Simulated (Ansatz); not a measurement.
A run of Ansatz 0.2.0 is set up as follows.

The input input.yaml:

```yaml
crystal:
  lattice:
    - [0.0, 2.1554, 2.1554]
    - [2.1554, 0.0, 2.1554]
    - [2.1554, 2.1554, 0.0]
  atoms:
    - { symbol: Fe, position: [0.0, 0.0, 0.0], spin: 3.0 }
    - { symbol: O, position: [0.5, 0.5, 0.5] }
kpoints:
  mp_grid: { grid: [11, 11, 11] }
  band_path:
    path:
      - [0.0, 0.0, 0.0]
      - [0.5, 0.0, 0.5]
      - [0.5, 0.25, 0.75]
      - [0.375, 0.375, 0.75]
      - [0.0, 0.0, 0.0]
      - [0.5, 0.5, 0.5]
      - [0.625, 0.25, 0.625]
      - [0.5, 0.25, 0.75]
    npoints: 8
scf:
  occupations: { method: fermi_dirac, width: 0.05 }
hamiltonian:
  xc: pbesol
  pseudopotentials: { kind: all_electron, lapw: { basis_error: 0.001 } }
magnetization:
  spin_polarized: true
output:
  forces: true
  stress: true
  eigenvalues: true
```

Potentials or basis: all-electron LAPW, scalar-relativistic.

Launch:

```console
$ ansatz run input.yaml --threads 2 --pin off --max-ram 6144MiB --backend cpu --events-out ev --progress --plain --runs-dir out
```

(1) What does it give for the net moment?

(2) Predict the band gap along the path.

(3) What does it give for the absolute moment?

(4) Predict the site moments.

Answers

(1) 4.00 μB per cell.

(2) none (metal or under the smearing width).

(3) 4.01 μB per cell.

(4) Fe +3.62; O +0.32 μB.

Caveat: a cell with one magnetic atom can't hold antiferromagnetic order, which such compounds often take; semilocal functionals often make such compounds metallic where correlation or magnetic order opens a gap, which also shifts bond lengths.

**Experimental background.**

“W\"ustite: Electric, thermodynamic and optical properties of FeO”, 2012, arxiv:1203.1201 quotes, for a bulk crystal of FeO: band gap 2.4 eV (optical).

Measured gap of FeO: 2.4 eV (optical; quoted in “W\"ustite: Electric, thermodynamic and optical properties of FeO”, 2012, arxiv:1203.1201). This calculation gives 0.00 eV (-2.40 eV). So large a miss can be the level of theory's own, or it may mean another phase, state or a wrong row. The value is that of PBEsol, without temperature or zero-point motion. Semilocal functionals fall short of measured gaps as a rule. The run's magnetic order (collinear spin, ferromagnetic start) needn't be the measured crystal's.
